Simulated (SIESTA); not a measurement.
Crystal: SiC (Moissanite 6H).

```
Si C
1.0
     3.09500    0.00000    0.00000
    -1.54750    2.68035    0.00000
     0.00000    0.00000   15.17000
Si C
6 6
Direct
  0.66667 0.33333 0.45830
  0.33333 0.66667 0.95830
  0.66667 0.33333 0.79170
  0.33333 0.66667 0.29170
  0.00000 0.00000 0.62500
  0.00000 0.00000 0.12500
  0.66667 0.33333 0.33330
  0.33333 0.66667 0.83330
  0.66667 0.33333 0.66670
  0.33333 0.66667 0.16670
  0.00000 0.00000 0.50000
  0.00000 0.00000 0.00000
```

Program: SIESTA 5.4.2. Alike in all runs: task band structure; no spin polarisation; cell as given; k mesh 10 × 10 × 2; smearing fermi-dirac 0.05 eV; grid cutoff 500 Ry; energy shift 0.003 Ry.

Question: Order these runs on this cell by their pressure, lowest first.
A. level PBE; potentials or basis PseudoDojo 0.4 standard (PBE files), DZP (energy shift 0.003 Ry)
B. level PBE; potentials or basis PseudoDojo 0.4 standard (PBE files), DZ (energy shift 0.003 Ry)
C. level LDA; potentials or basis PseudoDojo 0.4 standard (LDA files), DZP (energy shift 0.003 Ry)

Answer: C (-5.0 GPa), A (3.1 GPa), B (20.3 GPa).

Caveats: the basis of atomic orbitals isn't converged, which shifts pressures, moduli and gaps; the basis has no polarisation orbitals (some runs); so large a pressure means that the cell lies far from this level's equilibrium, or that cutoff or potentials fall short (some runs).
